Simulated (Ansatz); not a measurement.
Wurtzite NaH (no longer in that coordination), relaxed with r2SCAN in the plane-wave code Ansatz. Space group P6_3/mmc (No. 194), hexagonal; a = 3.953 Å, c = 4.828 Å in the conventional setting, 16.34 Å³ an atom. Na has 5 H at 2.28–2.41 Å; H has 5 Na at 2.28–2.41 Å. The cell started from the wurtzite prototype, but the relaxation took it to the higher symmetry P6_3/mmc (No. 194), so the name no longer describes it.

The axes x, y and z are those of this cell:
```
CELL_PARAMETERS angstrom
3.95328 0.00000 0.00000
-1.97664 3.42364 0.00000
0.00000 0.00000 4.82829
ATOMIC_POSITIONS crystal
Na 0.33333 0.66667 0.93750
Na 0.66667 0.33333 0.43750
H 0.33333 0.66667 0.43750
H 0.66667 0.33333 0.93750
```

Unstrained: With PBE the valence top lies at Γ–K (0.28 of the way from Γ) and the conduction bottom at K, 3.327 eV higher; the smallest vertical gap, at Γ–K (0.90 of the way from Γ), is 4.105 eV. With r2SCAN the valence top lies at Γ–K (0.25 of the way from Γ) and the conduction bottom at K, 3.668 eV higher; the smallest vertical gap, at Γ–K (0.90 of the way from Γ), is 4.442 eV. The HSE06 gap is indirect, 4.263 eV (Γ–K (0.28 of the way from Γ) to K), below the direct gap of 5.103 eV at Γ–K (0.90 of the way from Γ). Meshes: PBE 12×12×6, r2SCAN 12×12×6, HSE06 6×6×4. Strains are changes of length per length. After each strain the atoms were relaxed again with r2SCAN within the symmetry that the strain leaves, so tilts or polar shifts that break it weren't tested; points keep the names that they have in the unstrained zone. Spin-unpolarised throughout. Whether this structure exists isn't addressed.

Question: Estimate what epitaxial +3.0 % in the xy plane, free normal strain -1.67 % does to the gap.

Answer: PBE: the gap goes from 3.327 to 3.131 eV (-0.196 eV); the edges go from Γ–K (0.28) → K to Γ → K. HSE06: the gap goes from 4.263 to 4.040 eV (-0.223 eV); the edges go from Γ–K (0.28) → K to Γ → K.

Question: Estimate what isotropic -5.0 % on every length does to the gap.

Answer: PBE: the gap goes from 3.327 to 3.355 eV (+0.028 eV); the edges go from Γ–K (0.28) → K to (-0.104, 0.203, 0) → K. HSE06: the gap goes from 4.263 to 4.340 eV (+0.077 eV); the edges go from Γ–K (0.28) → K to (-0.104, 0.203, 0) → K.

Question: Estimate what uniaxial +1.5 % along z, other directions held does to the gap.

Answer: PBE: the gap goes from 3.327 to 3.383 eV (+0.056 eV); the edges go from Γ–K (0.28) → K to (-0.115, 0.214, 0) → K. HSE06: the gap goes from 4.263 to 4.319 eV (+0.056 eV); the edges go from Γ–K (0.28) → K to (-0.115, 0.214, 0) → K.

Question: Estimate what uniaxial +2.5 % along x, other directions held does to the gap.

Answer: PBE: the gap goes from 3.327 to 3.269 eV (-0.058 eV); the edges go from Γ–K (0.28) → K to Γ–M (0.30) → (0.323, 0.339, 0). HSE06: the gap goes from 4.263 to 4.194 eV (-0.069 eV); the edges go from Γ–K (0.28) → K to Γ–M (0.30) → (0.323, 0.339, 0).

Where an edge lies off the special points, it is a point of the mesh or the k point where a search put PBE's edge or least direct gap, reused for the other functionals, whose own edges may lie a little apart.

Coordinates of k points refer to the reciprocal vectors of the primitive cell of the runs.

The meshes of the hybrids are coarse, so their gaps aren't converged to the digits shown.
